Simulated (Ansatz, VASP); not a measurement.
# NaF: VASP beside Ansatz

```xyz
4
Lattice="3.9422 0.0000 0.0000 -1.9711 3.4140 0.0000 0.0000 0.0000 4.6557" Properties=species:S:1:pos:R:3 pbc="T T T"
Na    0.0000    2.2760    4.6557
Na    1.9711    1.1380    2.3279
F     1.9711    1.1380    0.0000
F     0.0000    2.2760    2.3279
```

The cell was built by a generator and needn't be a form met in nature.

Alike in both runs: task single point; functional PBE; k mesh 9 × 9 × 6; occupations gaussian, width 0.02 eV; no spin polarisation.

|  | VASP | Ansatz |
| --- | --- | --- |
| version | VASP 6.6.1 | Ansatz 0.2.0 |
| potentials or method | VASP PAW PBE potentials, release 64 (Na_pv, F) | scalar-relativistic, plane waves, PAW |
| plane-wave cutoff (eV) | 520 | 420 |
| valence electrons in the cell | 28 | 32 |

Ansatz gave:

```
gap on the k mesh at the Fermi level (eV) : 5.50
least direct gap on the mesh (eV)         : 5.50
pressure (GPa)                            : 0.0
```

Task: Estimate VASP's values.

Result: gap on the k mesh at the Fermi level (eV): 5.48; least direct gap on the mesh (eV): 5.48; pressure (GPa): -0.1.

The two sets of potentials don't hold the same shells in valence.

Caveats: an odd mesh through Γ misses points on the zone boundary, where band edges often lie. As with any semilocal functional, this PBE gap is likely too small.
